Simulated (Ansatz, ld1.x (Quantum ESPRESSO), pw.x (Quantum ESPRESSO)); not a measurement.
# Equation-of-state test of one TM potential (platinum (Pt))

platinum (Pt), norm-conserving Troullier–Martins (Kleinman–Bylander form), made with ld1.x (Quantum ESPRESSO) 7.5 (PBE, scalar-relativistic). Core [Xe] 4f14, reference 5d7 6s0 6p0 (charge +3). Waves: 6p (bound, empty): rc 2.55 bohr; 5d (bound): rc 1.70 bohr; 6s (bound, empty): rc 2.10 bohr. Local part: the s channel. Core correction: a·sin(br)/r model core inside 1.80 bohr.

Crystal test: diamond Pt in pw.x 7.5, no spin, 8³ k-points, Fermi–Dirac smearing 0.01 Ry, cutoffs 75/300 Ry. The lattice is a test structure that the element need not adopt, and mesh and smearing are coarse.

pw.x input:

```
&control
  calculation='scf', prefix='x', pseudo_dir='./', outdir='./tmp', tstress=.true., disk_io='none'
/
&system
  ibrav=0, nat=2, ntyp=1, ecutwfc=75, ecutrho=300, nbnd=18,
  occupations='smearing', smearing='fd', degauss=0.01
/
&electrons
  conv_thr=1e-09, mixing_beta=0.4, electron_maxstep=70
/
ATOMIC_SPECIES
Pt 1.0 Pt.UPF
CELL_PARAMETERS angstrom
  0.00000000 2.89181202 2.89181202
  2.89181202 0.00000000 2.89181202
  2.89181202 2.89181202 0.00000000
ATOMIC_POSITIONS crystal
Pt 0.0000 0.0000 0.0000
Pt 0.2500 0.2500 0.2500
K_POINTS automatic
8 8 8 0 0 0
```

```bash
pw.x < Pt.scf.in > Pt.scf.out
```

Q: How does the run end?

A: It converges; the pressure is 2.60 GPa against -0.00 GPa from all-electron LAPW. The largest radius (2.55 bohr) exceeds half the bond length (2.37 bohr), so the spheres overlap, which is one possible source of error among others. This is a poor potential for the solid. Atomic configuration tests: 1 of 7 tests not solved or not reliable. The log shows:

```
     scf convergence threshold =      1.0E-09
     Exchange-correlation= PBE
     number of k points=    29  Fermi-Dirac smearing, width (Ry)=  0.0100
     iteration #  1     ecut=    75.00 Ry     beta= 0.40
     total energy              =    -107.30340359 Ry
     estimated scf accuracy    <      16.10866528 Ry
     iteration #  2     ecut=    75.00 Ry     beta= 0.40
     total energy              =    -110.40303483 Ry
     estimated scf accuracy    <       0.10854730 Ry
     iteration #  3     ecut=    75.00 Ry     beta= 0.40
     total energy              =    -110.40685725 Ry
     estimated scf accuracy    <       0.02043462 Ry
     iteration #  4     ecut=    75.00 Ry     beta= 0.40
     total energy              =    -110.40809188 Ry
     estimated scf accuracy    <       0.00069393 Ry
     [... 2 iterations left out ...]
     iteration #  7     ecut=    75.00 Ry     beta= 0.40
     total energy              =    -110.40834502 Ry
     estimated scf accuracy    <       0.00000160 Ry
     iteration #  8     ecut=    75.00 Ry     beta= 0.40
     total energy              =    -110.40834509 Ry
     estimated scf accuracy    <       0.00000006 Ry
     iteration #  9     ecut=    75.00 Ry     beta= 0.40
     total energy              =    -110.40834510 Ry
     estimated scf accuracy    <          6.4E-09 Ry
     iteration # 10     ecut=    75.00 Ry     beta= 0.40
     the Fermi energy is     9.1807 ev
!    total energy              =    -110.40834510 Ry
     estimated scf accuracy    <          4.5E-10 Ry
     smearing contrib. (-TS)   =      -0.01899099 Ry
     The total energy is F=E-TS. E is the sum of the following terms:
     one-electron contribution =      -7.32556816 Ry
     hartree contribution      =      20.58585986 Ry
     xc contribution           =     -25.07578467 Ry
     ewald contribution        =     -98.57386113 Ry
     convergence has been achieved in  10 iterations
          total   stress  (Ry/bohr**3)                   (kbar)     P=       26.04
     Message from routine punch:
     Nothing written, as per user request (disk_io='none')
```
